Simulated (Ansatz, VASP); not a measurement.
**Two plane-wave programs on Rh**

File POSCAR:

```
Rh
1.0
    2.7845412492      0.0000000000      0.0000000000
   -1.3922706246      2.4114834597      0.0000000000
    0.0000000000      0.0000000000      4.5153441684
Rh
2
Direct
    0.3333333333      0.6666666667      0.2500000000
    0.6666666667      0.3333333333      0.7500000000
```

Contents of INCAR.step1:

```
SYSTEM = Rh
ALGO = Normal
EDIFF = 1E-4
ENCUT = 520
GGA = PE
ISMEAR = -1
LASPH = .True.
LCHARG = .False.
LREAL = .False.
LWAVE = .True.
NBANDS = 22
NELM = 60
PREC = Accurate
SIGMA = 0.05
```

File INCAR.step2:

```
SYSTEM = Rh
ALGO = Normal
EDIFF = 1E-6
ENCUT = 520
ISIF = 2
ISMEAR = -1
ISTART = 1
LASPH = .True.
LCHARG = .True.
LELF = .True.
LMIXTAU = .True.
LREAL = .False.
LVHAR = .True.
LWAVE = .False.
METAGGA = R2SCAN
NBANDS = 22
NELM = 60
PREC = Accurate
SIGMA = 0.05
```

Contents of KPOINTS:

```
k-points
0
Gamma
  11 11 6
  0 0 0
```

Contents of input.yaml:

```yaml
crystal:
  lattice:
    - [2.7845412492, 0.0, 0.0]
    - [-1.3922706246, 2.4114834597, 0.0]
    - [0.0, 0.0, 4.5153441684]
  atoms:
    - { symbol: Rh, position: [0.3333333333, 0.6666666667, 0.25] }
    - { symbol: Rh, position: [0.6666666667, 0.3333333333, 0.75] }
hamiltonian:
  xc: r2scan
  pseudopotentials: { kind: paw }
kpoints:
  mp_grid: { grid: [11, 11, 6] }
scf:
  occupations: { method: fermi_dirac, width: 0.05 }
output:
  forces: true
  stress: true
  eigenvalues: true
```

This isn't the form of Rh at room conditions, which is fcc.

Alike in both runs: task single point; functional r2SCAN; k mesh 11 × 11 × 6; occupations fermi-dirac, width 0.05 eV; no spin polarisation.

|  | VASP | Ansatz |
| --- | --- | --- |
| version | VASP 6.6.1 | Ansatz 0.2.0 |
| potentials or method | VASP PAW PBE potentials, release 64 (Rh_pv) | Ansatz PAW |
| plane-wave cutoff (eV) | 520 | 500 |
| valence electrons in the cell | 30 | 34 |

VASP gave:

* gap on the k mesh at the Fermi level (eV): none
* pressure (GPa): -20.2
* largest component of the traceless stress (GPa): 1.12

**Question.** What did Ansatz give for the same quantities?

**Answer.** gap on the k mesh at the Fermi level (eV): none; pressure (GPa): -20.9; largest component of the traceless stress (GPa): 1.14.

A gap of «none» marks a metal or a gap that the smearing closes. The functional is the same, so the differences come from potentials, cutoffs and numerics. The two sets of potentials don't hold the same shells in valence.

Caveats: so large a pressure means that the cell lies far from this level's equilibrium, or that cutoff or potentials fall short (VASP); the potentials were made for another functional, which shifts forces and pressure (VASP); the PAW data sets come from PBE, with cores solved anew for the run's functional, which leaves a small shift of forces and pressure (Ansatz).
